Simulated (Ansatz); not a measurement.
**Na: checking dH/dP = V**

These are results of DFT PBEsol, scalar-relativistic, plane waves, PAW in Ansatz, not measurements. Settings: 420 eV cutoff, 16×16×16 k-mesh, Gaussian smearing of 0.10 eV, no spin polarisation.

Reference structure (relaxed):

```yaml
crystal:
  lattice:
    - [-1.86335, 1.86335, 2.61184]
    - [1.86335, -1.86335, 2.61184]
    - [1.86335, 1.86335, -2.61184]
  atoms:
    - { symbol: Na, position: [0.00000, 0.00000, 0.00000] }
```

Cell and atoms were relaxed at each target pressure within the start's symmetry (I4/mmm), at zero temperature; other phases can be more stable under pressure. H = E + PV with P the target; E is the free energy at the smearing used, whose derivative the pressure is, per atom and counted from zero pressure. The mesh named is that at zero pressure; some other pressures ran on another.

| P (GPa) | V (Å³/atom) | E − E0 (meV) | H − H0 (meV) |
| --- | --- | --- | --- |
| 0 | 36.274 | 0.0 | 0.0 |
| 2 | 30.380 | 31.6 | 410.8 |
| 5 | 25.874 | 125.8 | 933.3 |
| 10 | 22.000 | 300.8 | 1673.9 |
| 20 | 18.121 | 649.4 | 2911.5 |
| 40 | 14.559 | 1286.6 | 4921.4 |

Thermodynamics gives dH/dP = V along a relaxed path. Integrate V over P by the trapezoid rule and compare with the computed enthalpies.

With 1 eV/Å³ = 160.22 GPa, each step adds the mean volume times ΔP / 160.22:
```tsv
P (GPa)	∫V dP (meV)	H − H0 (meV)	difference (meV)
2	416.0	410.8	5.2
5	942.7	933.3	9.4
10	1689.7	1673.9	15.8
20	2941.8	2911.5	30.3
40	4981.5	4921.4	60.1
```

V(P) curves upward, so the trapezoid rule runs high; integrating a smooth curve through the same points puts that excess at about 60.0 meV at 40 GPa, against the 60.1 meV found.

At 40 GPa, how much of the enthalpy change is stored energy and how much is the PV term?

E rises by 1287 meV/atom and PV is 40 × 14.559 / 160.22 = 3635 meV/atom, so PV makes 74 % of ΔH. So between rival structures at high pressure a small difference in volume can outweigh the difference in energy: 1 % of this volume is worth 36.3 meV/atom at this pressure.

What bulk modulus do the lowest pressures give?

From the pressures that the runs reached, 0.01 GPa (36.274 Å³) and 1.96 GPa (30.380 Å³), B = −ΔP/Δln V = 1.95 / 0.1773 = 11 GPa, a mean over that range.

This fcc form isn't the element's structure at ambient conditions.